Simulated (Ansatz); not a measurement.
Runs of Ansatz 0.2.0 on V. The structure is cubic, space group Im-3m (No. 229). The conventional cell has a = 3.029 Å, b = 3.029 Å, c = 3.029 Å, α = 90.00°, β = 90.00°, γ = 90.00°. V (site symmetry m-3m) has 8 V at 2.62 Å as nearest neighbours. 

| level | U | gap on the mesh (eV) | pressure (GPa) | moment (μB) |
| --- | --- | --- | --- | --- |
| PBEsol+U | V d U = 4 eV | none | 21.4 | 1.86 |
| PBEsol | - | none | -12.1 | (a) |
| PBEsol+U | V d U = 6 eV | none | 55.9 | 2.71 |
| PBEsol+U | V d U = 2 eV | none | (b) | 0.63 |

Alike in all rows: task density of states; potentials or basis all-electron LAPW, scalar-relativistic; spin collinear, ferromagnetic start; cell as given; k mesh 12 × 12 × 12; cutoff (eV) 257; smearing fermi-dirac 0.05 eV; basis error allowed 0.001 eV/atom.

Task: Estimate the missing entries.

Result: (a) 0.00; (b) -8.5.

Caveats: the magnetic state may not be the lowest (some runs); U is the effective U less J, on atomic orbitals that reach past the spheres (some runs); the U is typed as a test and isn't derived for this compound (some runs); the starting moments weren't kept (some runs); a pressure of tens of GPa on the cell as given is suspect, and the run, the potentials or the cell itself is likely at fault (some runs).

A gap of «none» marks a metal or a gap under the smearing width.

Runs at the PBE level aren't shown here.
